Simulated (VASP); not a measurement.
# CdI2 (P-3m1) in VASP: settings compared

One crystal, CdI2, is run at these levels: PBE, PBEsol; tasks: equation of state.

All numbers are computed with VASP 6.6.1; they aren't measurements. Logs are shortened: lines on timing, memory, paths and dates and some standing lists are left out, and cuts for length are marked.

**1. The crystal as given**

It takes space group P-3m1 (No. 164, trigonal). Conventional cell: a = 4.244 Å, b = 4.244 Å, c = 6.859 Å, α = 90.00°, β = 90.00°, γ = 120.00°. I (site symmetry 3m) has 3 Cd at 2.99 Å as nearest neighbours. Cd (site symmetry -3m) has 6 I at 2.99 Å as nearest neighbours.

**2. Equation of state, PBE, 33.52 Å³/atom (volume scaled by 0.94)**

INCAR reads:

```
PREC = Accurate
ENCUT = 520
EDIFF = 1E-7
ISMEAR = -1
SIGMA = 0.05
LREAL = False
LASPH = True
NELM = 100
ALGO = Normal
ISIF = 2
LWAVE = False
LCHARG = False
GGA = PE
NBANDS = 20
```

KPOINTS reads:

```
regular mesh
0
Gamma
  7 7 4
```

POSCAR reads:

```
CdI2
1.0
    4.1573634454      0.0000000000      0.0000000000
   -2.0786817227      3.6003823565      0.0000000000
    0.0000000000      0.0000000000      6.7189811197
I Cd
2 1
Direct
    0.6666666667      0.3333333333      0.7508000000
    0.3333333333      0.6666666667      0.2492000000
    0.0000000000      0.0000000000      0.0000000000
```

Potentials or basis: VASP PAW PBE potentials, release 64 (I, Cd).

Launch:

```console
> cat potpaw_PBE.64/I/POTCAR potpaw_PBE.64/Cd/POTCAR > POTCAR
> mpirun -np 1 vasp_std > vasp.out
```

OUTCAR:

```text
PREC = Accurate
   ENCUT = 520
   EDIFF = 1E-7
   ISMEAR = -1
   LREAL = False
   LASPH = True
   NELM = 100
   ISIF = 2
   GGA = PE

 ion  position               nearest neighbor table
   1  0.667  0.333  0.751-   3 2.93   3 2.93   3 2.93
   2  0.333  0.667  0.249-   3 2.93   3 2.93   3 2.93
   3  0.000  0.000  0.000-   1 2.93   2 2.93   1 2.93   2 2.93   1 2.93   2 2.93

  LATTYP: Found a hexagonal cell.
 ALAT       =     4.1573634454
 C/A-ratio  =     1.6161639962

  Lattice vectors:

 A1 = (   4.1573634454,   0.0000000000,   0.0000000000)
 A2 = (  -2.0786817227,   3.6003823565,   0.0000000000)
 A3 = (   0.0000000000,   0.0000000000,   6.7189811197)

Analysis of symmetry for initial positions (statically):
=====================================================================
 Subroutine PRICEL returns:
 Original cell was already a primitive cell.

 Routine SETGRP: Setting up the symmetry group for a
 hexagonal supercell.

 Subroutine GETGRP returns: Found 12 space group operations
 (whereof 12 operations were pure point group operations)
 out of a pool of 24 trial point group operations.

The static configuration has the point symmetry D_3d.

Analysis of symmetry for dynamics (positions and initial velocities):
=====================================================================
 Subroutine PRICEL returns:
 Original cell was already a primitive cell.

 Routine SETGRP: Setting up the symmetry group for a
 hexagonal supercell.

 Subroutine GETGRP returns: Found 12 space group operations
 (whereof 12 operations were pure point group operations)
 out of a pool of 24 trial point group operations.

The dynamic configuration has the point symmetry D_3d.

 Subroutine INISYM returns: Found 12 space group operations
 (whereof 12 operations are pure point group operations),
 and found     1 'primitive' translations

----------------------------------------------------------------------------------------

                                     Primitive cell

  volume of cell :     100.5704

  direct lattice vectors                    reciprocal lattice vectors
     4.157363445  0.000000000  0.000000000     0.240537065  0.138874139  0.000000000
    -2.078681723  3.600382356  0.000000000     0.000000000  0.277748278  0.000000000
     0.000000000  0.000000000  6.718981120     0.000000000  0.000000000  0.148832090

  length of vectors
     4.157363445  4.157363445  6.718981120     0.277748278  0.277748278  0.148832090

  position of ions in fractional coordinates (direct lattice)
     0.666666667  0.333333333  0.750800000
     0.333333333  0.666666667  0.249200000
     0.000000000  0.000000000  0.000000000

  ion indices of the primitive-cell ions
   primitive index   ion index
                 1           1
                 2           2
                 3           3

----------------------------------------------------------------------------------------

 KPOINTS: regular mesh

Automatic generation of k-mesh.
 Grid dimensions read from file:
 generate k-points for:    7    7    4

 Generating k-lattice:

  Cartesian coordinates                     Fractional coordinates (reciprocal lattice)
     0.034362438  0.019839163  0.000000000     0.142857143  0.000000000  0.000000000
     0.000000000  0.039678325  0.000000000     0.000000000  0.142857143  0.000000000
     0.000000000  0.000000000  0.037208022     0.000000000  0.000000000  0.250000000

  Length of vectors
     0.039678325  0.039678325  0.037208022

  Shift w.r.t. Gamma in fractional coordinates (k-lattice)
     0.000000000  0.000000000  0.000000000

 Subroutine IBZKPT returns following result:
 ===========================================

 Found     28 irreducible k-points:

 Following reciprocal coordinates:
            Coordinates               Weight
  0.000000  0.000000  0.000000      1.000000
  0.142857  0.000000  0.000000      6.000000
  0.285714  0.000000  0.000000      6.000000
  0.428571  0.000000  0.000000      6.000000
  0.142857  0.142857  0.000000      6.000000
  0.285714  0.142857  0.000000     12.000000
[... 20 lines left out ...]
  0.428571  0.142857  0.500000      6.000000
  0.285714  0.285714  0.500000      6.000000
   k-points           NKPTS =     28   k-points in BZ     NKDIM =     28   number of bands    NBANDS=     20
   number of dos      NEDOS =    301   number of ions     NIONS =      3
   total plane-waves  NPLWV =  51200
   dimension x,y,z NGX =    32 NGY =   32 NGZ =   50
   dimension x,y,z NGXF=    64 NGYF=   64 NGZF=  100
   ions per type =               2   1
   NGX,Y,Z   is equivalent  to a cutoff of  12.80, 12.80, 12.37 a.u.
   NGXF,Y,Z  is equivalent  to a cutoff of  25.59, 25.59, 24.74 a.u.
 SYSTEM =  unknown system
   PREC   = accura    normal or accurate (medium, high low for compatibility)
   ISTART =      0    job   : 0-new  1-cont  2-samecut
   ICHARG =      2    charge: 1-file 2-atom 10-const
   ISPIN  =      1    spin polarized calculation?
   LNONCOLLINEAR =      F non collinear calculations
   LSORBIT =      F    spin-orbit coupling
   LASPH  =      T    aspherical Exc in radial PAW
   ENCUT  =  520.0 eV  38.22 Ry    6.18 a.u.   7.73  7.73 12.49*2*pi/ulx,y,z
   NELM   =    100;   NELMIN=  2; NELMDL= -5     # of ELM steps
   EDIFF  = 0.1E-06   stopping-criterion for ELM
   LREAL  =      F    real-space projection
   EDIFFG = 0.1E-05   stopping-criterion for IOM
   NSW    =      0    number of steps for IOM
   IBRION =     -1    ionic relax: 0-MD 1-quasi-New 2-CG
   NFREE  =      0    steps in history (QN), initial steepest desc. (CG)
   ISIF   =      2    stress and relaxation
   ISYM   =      2    0-nonsym 1-usesym 2-fastsym
   POTIM  = 0.5000    time-step for ionic-motion
   TEBEG  =    0.0;   TEEND  =   0.0 temperature during run
   PSTRESS=    0.0 pullay stress
   NELECT =      26.0000    total number of electrons
   NUPDOWN=      -1.0000    fix difference up-down
   EMIN   =  10.00;   EMAX   =-10.00  energy-range for DOS
   EFERMI =   0.00;   METHOD = LEGACY
   ISMEAR =    -1;   SIGMA  =   0.05  broadening in eV -4-tet -1-fermi 0-gaus
   EFERMI_NEDOS =   21; number of points for ismear=-14 and -15
   IALGO  =     38    algorithm
   IMIX   =      4    mixing-type and parameters
     AMIX     =   0.40;   BMIX     =  1.00
     AMIX_MAG =   1.60;   BMIX_MAG =  1.00
  volume/ion in A,a.u.               =      33.52       226.23
  Fermi-wavevector in a.u.,A,eV,Ry     =   1.042900  1.970795 14.798242  1.087640
  Thomas-Fermi vector in A             =   2.177585
   LORBIT       =      0    0 simple, 1 ext, 2 COOP (PROOUT), +10 PAW based schemes
   GGA     = PE    functional components
   LHFCALC =     F    Hartree Fock is set to
   AEXX    =    0.0000 exact exchange contribution
   IVDW    =     0    specifies the selected vdW correction
   LEPSILON=     F    determine dielectric tensor
   LRPA    =     F    only Hartree local field effects (RPA)
 non-spin polarized calculation
  energy-cutoff  :      520.00
  volume of cell :      100.57
 maximum number of plane-waves:      2731
 NGX is ok and might be reduce to    32
   NGX = 15   NGY = 15   NGZ = 25

 number of electron      25.9999997 magnetization

 Free energy of the ion-electron system (eV)
  ---------------------------------------------------
  ext. energy  EPLUGINS =         0.00000000
  ---------------------------------------------------
  free energy    TOTEN  =        -5.35462922 eV

  energy without entropy =       -5.35462922  energy(sigma->0) =       -5.35462922

 E-fermi :   3.7787     XC(G=0):  -8.8510

 val. band max:        2.6544584505   @ k =   0.1429   0.0000   0.2500
 cond. band min:       5.1119552293   @ k =   0.0000   0.4286   0.2500
 fundamental gap:      2.4574967788
 Fermi energy:         3.7787042105

 k-point     1 :       0.0000    0.0000    0.0000
  band No.  band energies     occupation
      1      -9.8095      2.00000
      2      -8.9622      2.00000
      3      -5.1076      2.00000
      4      -5.1076      2.00000
      5      -4.9731      2.00000
      6      -4.8626      2.00000
[... 12 lines left out ...]
     19      11.8399      0.00000
     20      11.8399      0.00000

 k-point     2 :       0.1429    0.0000    0.0000
  band No.  band energies     occupation
      1      -9.6936      2.00000
      2      -8.9483      2.00000
      3      -5.0894      2.00000
      4      -5.0500      2.00000
      5      -4.9456      2.00000
      6      -4.8682      2.00000
[... 12 lines left out ...]
     19      10.9786      0.00000
     20      11.7670      0.00000

 k-point     3 :       0.2857    0.0000    0.0000
  band No.  band energies     occupation
      1      -9.4010      2.00000
      2      -8.9251      2.00000
      3      -5.0639      2.00000
      4      -4.9711      2.00000
      5      -4.8799      2.00000
      6      -4.8338      2.00000
[... 12 lines left out ...]
     19      10.8707      0.00000
     20      11.7993      0.00000

 k-point     4 :       0.4286    0.0000    0.0000
  band No.  band energies     occupation
      1      -9.0961      2.00000
      2      -8.9445      2.00000
      3      -5.0595      2.00000
      4      -4.9797      2.00000
      5      -4.8604      2.00000
      6      -4.7938      2.00000
[... 12 lines left out ...]
     19      11.8503      0.00000
     20      12.3313      0.00000

 k-point     5 :       0.1429    0.1429    0.0000
  band No.  band energies     occupation
      1      -9.4888      2.00000
      2      -8.9288      2.00000
      3      -5.0673      2.00000
      4      -4.9658      2.00000
      5      -4.9087      2.00000
      6      -4.8544      2.00000
[... 12 lines left out ...]
     19      10.0058      0.00000
     20      12.1959      0.00000
[... 445 lines left out ...]
      6      -4.8670      2.00000
[... 12 lines left out ...]
     19      10.6169      0.00000
     20      11.7171      0.00000

 k-point    26 :       0.2857    0.1429    0.5000
  band No.  band energies     occupation
      1      -9.0910      2.00000
      2      -9.0175      2.00000
      3      -5.0325      2.00000
      4      -4.9533      2.00000
      5      -4.8621      2.00000
      6      -4.8175      2.00000
[... 12 lines left out ...]
     19      11.2345      0.00000
     20      11.7869      0.00000

 k-point    27 :       0.4286    0.1429    0.5000
  band No.  band energies     occupation
      1      -9.0270      2.00000
      2      -8.9213      2.00000
      3      -5.0140      2.00000
      4      -4.9628      2.00000
      5      -4.8444      2.00000
      6      -4.8031      2.00000
[... 12 lines left out ...]
     19      10.9107      0.00000
     20      13.1156      0.00000

 k-point    28 :       0.2857    0.2857    0.5000
  band No.  band energies     occupation
      1      -8.9666      2.00000
      2      -8.9487      2.00000
      3      -4.9448      2.00000
      4      -4.9173      2.00000
      5      -4.8494      2.00000
      6      -4.8046      2.00000
[... 12 lines left out ...]
     19      11.3234      0.00000
     20      11.3406      0.00000

------------------------ aborting loop because EDIFF is reached ----------------------------------------

  FORCE on cell =-STRESS in cart. coord.  units (eV):
  Direction    XX          YY          ZZ          XY          YZ          ZX
  --------------------------------------------------------------------------------------
  -------------------------------------------------------------------------------------
  Total        2.9752326      2.9752326      2.9211238      0.0000000      0.0000000      0.0000000
  in kB       47.3981584     47.3981584     46.5361563      0.0000000      0.0000000      0.0000000
  external PRESSURE =      47.1108244 kB  Pullay stress =       0.0000000 kB

 VOLUME and BASIS-vectors are now :
 -----------------------------------------------------------------------------
  energy-cutoff  :      520.00
  volume of cell :      100.57
      direct lattice vectors                 reciprocal lattice vectors
     4.157363445  0.000000000  0.000000000     0.240537065  0.138874139  0.000000000
    -2.078681723  3.600382356  0.000000000     0.000000000  0.277748278  0.000000000
     0.000000000  0.000000000  6.718981120     0.000000000  0.000000000  0.148832090

 POSITION                                       TOTAL-FORCE (eV/Angst)
 -----------------------------------------------------------------------------------
      2.07868      1.20013      5.04461        -0.000000      0.000000     -0.533992
     -0.00000      2.40025      1.67437         0.000000     -0.000000      0.533992
      0.00000      0.00000      0.00000         0.000000      0.000000      0.000000
 -----------------------------------------------------------------------------------
    total drift:                                0.000000     -0.000000      0.000000

  FREE ENERGIE OF THE ION-ELECTRON SYSTEM (eV)
  ---------------------------------------------------
  free  energy   TOTEN  =        -5.3546292165 eV

  energy  without entropy=       -5.3546292164  energy(sigma->0) =       -5.35462922
```

It took 26 s on 1 thread of Intel Xeon 6975P-C (Granite Rapids), shared host; peak memory 0.23 GiB.

What came out:

```
Free energy            : -5.3546 eV
Pressure               : 4.7 GPa
Largest force          : 0.534 eV/Å
Band gap on the k mesh : 2.46 eV, indirect (least direct gap 2.78 eV)
```

Caveat: spin-orbit coupling is left out, which moves the levels of the heavy elements; an odd mesh through Γ misses points on the zone boundary, where band edges often lie; this functional lacks dispersion, which binds the layers, so the pressure and a relaxed spacing across them are unreliable.

**3. Equation of state, PBE, 34.24 Å³/atom (volume scaled by 0.96)**

INCAR reads:

```
ALGO = Normal
EDIFF = 1E-7
ENCUT = 520
GGA = PE
ISIF = 2
ISMEAR = -1
LASPH = T
LCHARG = F
LREAL = F
LWAVE = F
NBANDS = 20
NELM = 100
PREC = Accurate
SIGMA = 0.05
```

KPOINTS reads:

```
k-points
0
Gamma
  7 7 4
```

POSCAR reads:

```
CdI2
1.0
    4.1866416174      0.0000000000      0.0000000000
   -2.0933208087      3.6257379972      0.0000000000
    0.0000000000      0.0000000000      6.7662994471
I Cd
2 1
Direct
    0.6666666667      0.3333333333      0.7508000000
    0.3333333333      0.6666666667      0.2492000000
    0.0000000000      0.0000000000      0.0000000000
```

Potentials or basis: VASP PAW PBE potentials, release 64 (I, Cd).

Launch:

```console
> cat potpaw_PBE.64/I/POTCAR potpaw_PBE.64/Cd/POTCAR > POTCAR
> mpirun -np 1 vasp_std > vasp.out
```

It took 21 s on 1 thread of Intel Xeon 6975P-C (Granite Rapids), shared host; peak memory 0.24 GiB.

Results (log left out):

| Item | Value |
| --- | --- |
| Free energy | -5.4107 eV |
| Pressure | 3.7 GPa |
| Largest force | 0.392 eV/Å |
| Band gap on the k mesh | 2.44 eV, indirect (least direct gap 2.75 eV) |

Caveat: spin-orbit coupling is left out, which moves the levels of the heavy elements; an odd mesh through Γ misses points on the zone boundary, where band edges often lie; this functional lacks dispersion, which binds the layers, so the pressure and a relaxed spacing across them are unreliable.

**4. Equation of state, PBE, 34.95 Å³/atom (volume scaled by 0.98)**

INCAR reads:

```
SYSTEM = CdI2
PREC = Accurate
ENCUT = 520
EDIFF = 1E-7
ISMEAR = -1
SIGMA = 0.05
LREAL = .False.
LASPH = .True.
NELM = 80
ALGO = Normal
ISIF = 2
LWAVE = .False.
LCHARG = .False.
GGA = PE
NBANDS = 20
```

KPOINTS reads:

```
Automatic mesh
0
Gamma
  7 7 4
  0 0 0
```

POSCAR reads:

```
CdI2
1.0
    4.2155159203      0.0000000000      0.0000000000
   -2.1077579601      3.6507438771      0.0000000000
    0.0000000000      0.0000000000      6.8129650559
I Cd
2 1
Direct
    0.6666666667      0.3333333333      0.7508000000
    0.3333333333      0.6666666667      0.2492000000
    0.0000000000      0.0000000000      0.0000000000
```

Launch:

```console
> cat potpaw_PBE.64/I/POTCAR potpaw_PBE.64/Cd/POTCAR > POTCAR
> mpirun -np 1 vasp_std > vasp.out
```

Run time: 20 s. Hardware: 1 thread of Intel Xeon 6975P-C (Granite Rapids), shared host; peak memory 0.25 GiB.

The run converged. Its results:

```yaml
Free_energy: -5.4540 eV
Pressure: 2.8 GPa
Largest_force: 0.263 eV/Å
Band_gap_on_the_k_mesh: 2.43 eV, indirect (least direct gap 2.69 eV)
```

Caveat: spin-orbit coupling is left out, which moves the levels of the heavy elements; an odd mesh through Γ misses points on the zone boundary, where band edges often lie; this functional lacks dispersion, which binds the layers, so the pressure and a relaxed spacing across them are unreliable.

**5. Equation of state, PBE, 36.38 Å³/atom (volume scaled by 1.02)**

INCAR is that of step 4.

KPOINTS reads:

```
regular mesh
0
Gamma
  7 7 4
  0 0 0
```

POSCAR reads:

```
CdI2
1.0
    4.2721067794      0.0000000000      0.0000000000
   -2.1360533897      3.6997529987      0.0000000000
    0.0000000000      0.0000000000      6.9044251649
I Cd
2 1
Direct
    0.6666666667      0.3333333333      0.7508000000
    0.3333333333      0.6666666667      0.2492000000
    0.0000000000      0.0000000000      0.0000000000
```

Launch:

```console
> cat potpaw_PBE.64/I/POTCAR potpaw_PBE.64/Cd/POTCAR > POTCAR
> mpirun -np 1 vasp_std > vasp.out
```

Wall time 24 s (1 thread of Intel Xeon 6975P-C (Granite Rapids), shared host); peak memory 0.25 GiB.

It converged, with:

```yaml
Free_energy: -5.5073 eV
Pressure: 1.3 GPa
Largest_force: 0.034 eV/Å
Band_gap_on_the_k_mesh: 2.39 eV, indirect (least direct gap 2.54 eV)
```

Caveat: spin-orbit coupling is left out, which moves the levels of the heavy elements; an odd mesh through Γ misses points on the zone boundary, where band edges often lie; this functional lacks dispersion, which binds the layers, so the pressure and a relaxed spacing across them are unreliable.

**6. Equation of state, PBE, 37.09 Å³/atom (volume scaled by 1.04)**

Changes to INCAR since step 5:

```diff
@@ -8,3 +8,3 @@
 LASPH = .True.
-NELM = 80
+NELM = 60
 ALGO = Normal
```

KPOINTS is that of step 5.

POSCAR reads:

```
CdI2
1.0
    4.2998485098      0.0000000000      0.0000000000
   -2.1499242549      3.7237780420      0.0000000000
    0.0000000000      0.0000000000      6.9492603508
I Cd
2 1
Direct
    0.6666666667      0.3333333333      0.7508000000
    0.3333333333      0.6666666667      0.2492000000
    0.0000000000      0.0000000000      0.0000000000
```

Potentials or basis: VASP PAW PBE potentials, release 64 (I, Cd).

Launch:

```console
> cat potpaw_PBE.64/I/POTCAR potpaw_PBE.64/Cd/POTCAR > POTCAR
> mpirun -np 1 vasp_std > vasp.out
```

It took 24 s on 1 thread of Intel Xeon 6975P-C (Granite Rapids), shared host; peak memory 0.25 GiB.

The run converged. Its results:

```yaml
Free_energy: -5.5197 eV
Pressure: 0.6 GPa
Largest_force: 0.066 eV/Å
Band_gap_on_the_k_mesh: 2.35 eV, indirect (least direct gap 2.47 eV)
```

Caveat: spin-orbit coupling is left out, which moves the levels of the heavy elements; an odd mesh through Γ misses points on the zone boundary, where band edges often lie; this functional lacks dispersion, which binds the layers, so the pressure and a relaxed spacing across them are unreliable.

**7. Equation of state, PBE, 37.80 Å³/atom (volume scaled by 1.06)**

INCAR reads:

```
PREC = Accurate
ENCUT = 520
EDIFF = 1E-7
ISMEAR = -1
SIGMA = 0.05
LREAL = False
LASPH = True
NELM = 60
ALGO = Normal
ISIF = 2
LWAVE = False
LCHARG = False
GGA = PE
NBANDS = 20
```

KPOINTS reads:

```
regular mesh
0
Gamma
  7 7 4
```

POSCAR reads:

```
CdI2
1.0
    4.3272368184      0.0000000000      0.0000000000
   -2.1636184092      3.7474970129      0.0000000000
    0.0000000000      0.0000000000      6.9935243490
I Cd
2 1
Direct
    0.6666666667      0.3333333333      0.7508000000
    0.3333333333      0.6666666667      0.2492000000
    0.0000000000      0.0000000000      0.0000000000
```

Launch:

```console
> cat potpaw_PBE.64/I/POTCAR potpaw_PBE.64/Cd/POTCAR > POTCAR
> mpirun -np 1 vasp_std > vasp.out
```

It took 24 s on 1 thread of Intel Xeon 6975P-C (Granite Rapids), shared host; peak memory 0.25 GiB.

It converged, with:

```
Free energy            : -5.5239 eV
Pressure               : 0.0 GPa
Largest force          : 0.158 eV/Å
Band gap on the k mesh : 2.29 eV, indirect (least direct gap 2.40 eV)
```

Caveat: spin-orbit coupling is left out, which moves the levels of the heavy elements; an odd mesh through Γ misses points on the zone boundary, where band edges often lie; this functional lacks dispersion, which binds the layers, so the pressure and a relaxed spacing across them are unreliable.

(Part 1 of 2 ends here.)
